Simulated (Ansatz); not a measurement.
## LiCl (Fm-3m): PBEsol against LDA and r²SCAN

```
Li Cl
1.0
     0.00000    2.53141    2.53141
     2.53141    0.00000    2.53141
     2.53141    2.53141    0.00000
Li Cl
1 1
Cartesian
  0.0000 0.0000 0.0000
  2.5314 2.5314 2.5314
```

This cell (16.22 Å³ an atom) was relaxed by PAW under PBEsol, and each functional gets its own cell relaxed so. Quantity: dielectric response and Born charges by linear response (direction means).

Runs: (1) PBEsol, PAW on Ansatz 0.2.0's default frozen-core files (fitted under PBE), scalar-relativistic; k mesh 8×8×8, fixed occupations, cutoff 420 eV. (2) LDA, PAW on Ansatz 0.2.0's default frozen-core files (fitted under PBE), scalar-relativistic; k mesh 8×8×8, fixed occupations, cutoff 420 eV. (3) r²SCAN, PAW on Ansatz 0.2.0's default frozen-core files (fitted under PBE), scalar-relativistic; k mesh 8×8×8, fixed occupations, cutoff 500 eV.

Under PBEsol: ε∞ = 3.07, largest |Z*| = 1.17 e, ε₀ = 11.5.

**Question.** Which way does LDA move the volume, and by how much?

**Answer.** a = 4.964 Å, 15.29 Å³ an atom: 5.7 % smaller.

**Question.** What does LDA give for these quantities?

**Answer.** 

```json
{"quantity": "ε∞", "PBEsol": "3.07", "LDA": "3.18", "change": "+4 %"}
{"quantity": "largest |Z*|", "PBEsol": "1.17 e", "LDA": "1.16 e", "change": "under 1 %"}
{"quantity": "ε₀", "PBEsol": "11.5", "LDA": "10.4", "change": "-10 %"}
```

**Question.** Which way does r²SCAN move the volume, and by how much?

**Answer.** a = 5.112 Å, 16.70 Å³ an atom: 3.0 % larger.

**Question.** What does r²SCAN give for these quantities?

**Answer.** 

```json
{"quantity": "ε∞", "PBEsol": "3.07", "r²SCAN": "2.83", "change": "-8 %"}
{"quantity": "largest |Z*|", "PBEsol": "1.17 e", "r²SCAN": "1.17 e", "change": "under 1 %"}
{"quantity": "ε₀", "PBEsol": "11.5", "r²SCAN": "12.2", "change": "+6 %"}
```

Limits of these numbers: frozen-core PAW files fitted under PBE, their cores solved anew for the functional of the run; zone-boundary modes aren't tested.
